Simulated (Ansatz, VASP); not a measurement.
# Two plane-wave programs on In

Contents of INCAR:

```
SYSTEM = In
PREC     = Accurate       ! precision mode
ENCUT    = 600            ! plane-wave cutoff, eV
EDIFF    = 1E-7           ! SCF threshold, eV
ISMEAR   = -1             ! smearing method
SIGMA    = 0.05           ! smearing width, eV
LREAL    = .False.        ! projectors in reciprocal space
LASPH    = .True.         ! aspherical terms in the spheres
NELM     = 80             ! most SCF steps
ALGO     = Normal         ! electronic algorithm
ISIF     = 3              ! what is computed and relaxed
LWAVE    = .False.        ! write WAVECAR
LCHARG   = .False.        ! write CHGCAR
METAGGA  = R2SCAN         ! meta-GGA
LMIXTAU  = .True.       
IBRION   = 2              ! ionic algorithm
NSW      = 40             ! ionic steps
EDIFFG   = -0.02          ! ionic threshold
```

File KPOINTS:

```
Automatic mesh
0
Gamma
  10 10 10
  0 0 0
```

The input POSCAR:

```
In
1.0
   -1.8825252400      1.8825252400      1.8825252400
    1.8825252400     -1.8825252400      1.8825252400
    1.8825252400      1.8825252400     -1.8825252400
In
1
Direct
    0.0000000000      0.0000000000      0.0000000000
```

Contents of input.yaml:

```yaml
crystal:
  lattice:
    - [-1.88252524, 1.88252524, 1.88252524]
    - [1.88252524, -1.88252524, 1.88252524]
    - [1.88252524, 1.88252524, -1.88252524]
  atoms:
    - { symbol: In, position: [0.0, 0.0, 0.0] }
hamiltonian:
  xc: r2scan
  pseudopotentials: { kind: paw }
kpoints:
  mp_grid: { grid: [10, 10, 10] }
scf:
  occupations: { method: fermi_dirac, width: 0.05 }
output:
  forces: true
  stress: true
  eigenvalues: true
relax:
  f_tol: 0.01
  max_steps: 40
  cell: { stress_tol: 0.05 }
```

This isn't the form of In at room conditions, which is tetragonal.

Alike in both runs: task relaxation of cell and atoms; functional r2SCAN; k mesh 10 × 10 × 10; occupations fermi-dirac, width 0.05 eV; no spin polarisation.

```csv
,VASP,Ansatz
version,VASP 6.6.1,Ansatz 0.2.0
potentials or method,"VASP PAW PBE potentials, release 64 (In_d)",Ansatz PAW
plane-wave cutoff (eV),600,500
valence electrons in the cell,13,13
```

|  | VASP | Ansatz | Ansatz less VASP |
| --- | --- | --- | --- |
| gap on the k mesh at the Fermi level, each at its own relaxed structure (eV) | none | none | - |
| relaxed volume (Å³/atom) | 26.69 | 26.58 | -0.102 |
| relaxed cell length with the largest relative difference (Å) | 3.261 | 3.256 | -0.0042 |

A gap of «none» marks a metal or a gap that the smearing closes.

Caveats: the relaxation stopped at its first step, so nothing moved (VASP); the PAW data sets were made with another functional, which shifts forces and pressure a little (VASP); the plane-wave basis is chosen anew once the cell has moved, so the energies of steps on either side of that aren't comparable (Ansatz); the PAW data sets come from PBE, with cores solved anew for the run's functional, which leaves a small shift of forces and pressure (Ansatz).
